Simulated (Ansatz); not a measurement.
Here is an Ansatz 0.2.0 calculation.

File input:

```
crystal:
  lattice:
    - [0.0, 3.19375, 3.19375]
    - [3.19375, 0.0, 3.19375]
    - [3.19375, 3.19375, 0.0]
  atoms:
    - { symbol: Ba, position: [0.0, 0.0, 0.0] }
    - { symbol: S, position: [0.5, 0.5, 0.5] }
hamiltonian:
  xc: hse06
  pseudopotentials: { kind: paw }
kpoints:
  mp_grid: { grid: [6, 6, 6] }
  band_path:
    path:
      - [[0.0, 0.0, 0.0], [0.5, 0.0, 0.5], [0.5, 0.25, 0.75], [0.375, 0.375, 0.75], [0.0, 0.0, 0.0], [0.5, 0.5, 0.5], [0.625, 0.25, 0.625], [0.5, 0.25, 0.75], [0.5, 0.5, 0.5], [0.375, 0.375, 0.75]]
      - [[0.625, 0.25, 0.625], [0.5, 0.0, 0.5]]
    npoints: 4
scf:
  occupations: { method: fermi_dirac, width: 0.05 }
  n_extra_bands: 6
output:
  forces: true
  stress: true
  eigenvalues: true
  fatbands: false
  write_density: true
  write_potential: true
  elf: true
  volumetric_format: npy
```

Q: Estimate the pressure.

A: 0.4 GPa.

Q: What does it give for the band gap along the path?

A: 3.11 eV, indirect (least direct gap 3.24 eV).

Levels at the corners of the path, in eV from the valence-band top:
```
point  band 5  band 6  band 7  band 8  band 9  band 10  band 11  band 12
    Γ  -11.37    0.00    0.00    0.00    4.67     5.01     5.01     5.01
    X  -11.27   -0.52   -0.13   -0.13    3.11     7.19     7.28     8.92
    W  -10.51   -1.15   -0.47   -0.47    5.35     5.35     7.58     8.12
    K  -10.57   -0.95   -0.60   -0.53    4.32     7.10     7.89     8.02
    Γ  -11.37    0.00    0.00    0.00    4.67     5.01     5.01     5.01
    L   -9.81   -1.99   -1.09   -1.09    6.57     6.79     7.65     7.65
    U  -10.57   -0.95   -0.60   -0.53    4.32     7.10     7.89     8.02
    W  -10.51   -1.15   -0.47   -0.47    5.35     5.35     7.58     8.12
    L   -9.81   -1.99   -1.09   -1.09    6.57     6.79     7.65     7.65
    K  -10.57   -0.95   -0.60   -0.53    4.32     7.10     7.89     8.02
    U  -10.57   -0.95   -0.60   -0.53    4.32     7.10     7.89     8.02
    X  -11.27   -0.52   -0.13   -0.13    3.11     7.19     7.28     8.92
```

Caveat: spin-orbit coupling is left out, which moves the levels of the heavy elements; the PAW data sets come from PBE, with cores solved anew for the run's functional, which leaves a small shift of forces and pressure; the thresholds are loose for stress.

**The experiment to reproduce.**

From a printed reference work, monograph, original work of 1988, for a bulk crystal of BaS at 2 K: band gap 3.806 eV (indirect).

Against the measured gap of BaS, 3.806 eV (indirect; 2 K; a printed reference work, monograph, original work of 1988), the calculated 3.11 eV is off by -0.69 eV. Spin-orbit coupling on Ba is left out. The value is that of HSE06, without temperature or zero-point motion.
